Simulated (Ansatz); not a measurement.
Input of an Ansatz 0.2.0 run:

File input.yaml:

```yaml
crystal:
  lattice:
    - [0.0, 1.8075, 1.8075]
    - [1.8075, 0.0, 1.8075]
    - [1.8075, 1.8075, 0.0]
  atoms:
    - { symbol: Cu, position: [0.0, 0.0, 0.0] }
hamiltonian:
  xc: pbesol
  pseudopotentials: { kind: paw }
  dispersion: d3bj
kpoints:
  mp_grid: { grid: [13, 13, 13] }
scf:
  occupations: { method: fermi_dirac, width: 0.05 }
output:
  forces: true
  stress: true
relax:
  f_tol: 0.01
  max_steps: 40
  cell: { stress_tol: 0.05 }
```

Potentials or basis: Ansatz PAW.

Run with:

```sh
$ ansatz run input.yaml --threads 2 --pin off --max-ram 5120MiB --backend cpu --events-out ev --progress --plain --runs-dir out
```

Problem. Predict the relaxed cell.

Solution. a = 2.482 Å, b = 2.482 Å, c = 2.482 Å, α = 60.00°, β = 60.00°, γ = 60.00°.

Problem. What does it give for the relaxed volume?

Solution. 10.81 Å³/atom.

Final structure:
```
Cu
1.0
     0.00000    1.75479    1.75479
     1.75479    0.00000    1.75479
     1.75479    1.75479    0.00000
Cu
1
Cartesian
  0.0000 0.0000 0.0000
```

Caveat: the PAW data sets come from PBE, with cores solved anew for the run's functional, which leaves a small shift of forces and pressure.
